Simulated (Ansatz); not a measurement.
# La (Lanthanum): the cost of one run

All numbers are computed with the Python package of Ansatz 0.2.0. The levels of theory stand in the script.

### Step 1. The structure

Symmetry: P6_3/mmc, No. 194, hexagonal system. The conventional cell has a = 3.770 Å, b = 3.770 Å, c = 12.159 Å, α = 90.00°, β = 90.00°, γ = 120.00°. La (site symmetry -3m) has 12 La at 3.74 to 3.77 Å as nearest neighbours. La (site symmetry -6m2) has 12 La at 3.74 to 3.77 Å as nearest neighbours.

No structure file is read: the coordinates are typed or built in the script.

### Step 2. The script

lattice_la.py reads:

```python
# -*- coding: utf-8 -*-
import argparse

import ansatz as az
import numpy as np

parser = argparse.ArgumentParser(description="How the lattice of La depends on the functional.")
parser.add_argument("--cutoff", type=float, default=450.0, help="plane-wave cutoff (eV)")
parser.add_argument("--mesh", type=int, nargs=3, required=True, help="k-point sampling")
parser.add_argument("--max-iterations", type=int, required=True, help="most SCF iterations")
parser.add_argument("--extra-bands", type=int, required=True, help="empty bands")
args = parser.parse_args()

def edges_and_angles(cell):
    cell = np.asarray(cell)
    a, b, c = np.linalg.norm(cell, axis=1)
    cosines = cell[1] @ cell[2] / (b * c), cell[0] @ cell[2] / (a * c), cell[0] @ cell[1] / (a * b)
    return (a, b, c, *np.degrees(np.arccos(cosines)))

system = (
    az.Lattice.from_parameters(3.77, 3.77, 12.159, alpha=90, beta=90, gamma=120)
    .space_group(194)
    .atom("La", (0.0, 0.0, 0.0))
    .atom("La", (1 / 3, 2 / 3, 0.75))
)

setup = (
    system.calculation()
    .basis(args.cutoff, density_ratio=4)
    .kpoints(*args.mesh, center="gamma")
    .occupations(az.OccupationsMethod.GAUSSIAN)
    .scf(max_iterations=args.max_iterations, extra_bands=args.extra_bands)
    .relax(cell=True)
)

levels = [("pbesol", "none"), ("r2scan", "rvv10"), ("r2scan", "none"), ("rpbe", "none")]
print("level            a       b       c    alpha   beta  gamma  V/atom  steps")
for name, dispersion in levels:
    seen = []
    run = setup.functional(name, dispersion=dispersion).session().plan()
    done = run.execute(on_event=lambda e: seen.append(e) if e["event"] == "relax_step" else None)
    cell = done.lattice.cell_ang
    label = name if dispersion == "none" else f"{name}+{dispersion}"
    print("{:13s} {:7.4f} {:7.4f} {:7.4f} {:6.2f} {:6.2f} {:6.2f}".format(label, *edges_and_angles(cell)), f"{abs(np.linalg.det(cell)) / len(done.lattice.sites):7.3f} {len(seen):5d}")
```

### Step 3. What the engine is handed

The package turns the script's settings into the engine's input (first run):

```yaml
crystal:
  lattice:
    a: 3.77
    b: 3.77
    c: 12.159
    alpha: 90.0
    beta: 90.0
    gamma: 120.0
  space_group: 194
  atoms:
    - { symbol: La, position: [0.0, 0.0, 0.0] }
    - { symbol: La, position: [0.3333333333333333, 0.6666666666666666, 0.75] }
basis:
  ecutwfc: 450.0
  ecutrho_ratio: 4
kpoints:
  mp_grid:
    grid: [6, 6, 2]
    shift: [0.0, 0.0, 0.0]
hamiltonian:
  xc: pbesol
  dispersion: none
scf:
  max_iter: 80
  n_extra_bands: 6
  occupations:
    method: gaussian
relax:
  cell: {}
```

### Step 4. Running it

Launch:

```
$ python lattice_la.py --mesh 6 6 2 --max-iterations 80 --extra-bands 6
```

What time and memory should one allow on 1 thread of Arm Neoverse V1, shared host?

About 2.2 min, with a peak of 0.81 GiB.
